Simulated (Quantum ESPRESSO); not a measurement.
## Pb in Quantum ESPRESSO: the effect of functional

Crystal: Pb.

```xyz
1
Lattice="0.0000 2.4750 2.4750 2.4750 0.0000 2.4750 2.4750 2.4750 0.0000" Properties=species:S:1:pos:R:3 pbc="T T T"
Pb    0.0000    0.0000    0.0000
```

Alike in all runs:

| Item | Value |
| --- | --- |
| Program | Quantum ESPRESSO 7.5 |
| Task | phonons |
| Cutoff | 762 eV |
| Density cutoff | 3048 eV |
| k mesh | 6 × 6 × 6 |
| Occupations | cold, width 0.2 eV |
| Spin | no spin polarisation |

Each run relaxes the cell or the atoms first.

```csv
functional,potentials or basis,relaxed volume (Å³/atom),highest phonon frequency (cm⁻¹)
LDA,PseudoDojo 0.4.1 SR LDA standard,29.59,69
PBEsol,PseudoDojo 0.4.1 SR PBEsol standard,30.67,67
WC,PseudoDojo 0.4.1 SR PBE standard,30.74,67
revPBE,PseudoDojo 0.4.1 SR PBE standard,?,?
RPBE,PseudoDojo 0.4.1 SR PBE standard,34.20,53
vdW-DF-cx,PseudoDojo 0.4.1 SR PBE standard,30.90,69
```

**Question.** What does the run with functional revPBE give?

**Answer.** Relaxed volume 33.80 Å³/atom; highest phonon frequency 55 cm⁻¹.

Caveats: all runs use coarse meshes; the mesh is thin for the phonons of a metal; the potentials were made for another functional, which shifts forces and pressure (some runs).

Runs at the PBE level aren't shown here.
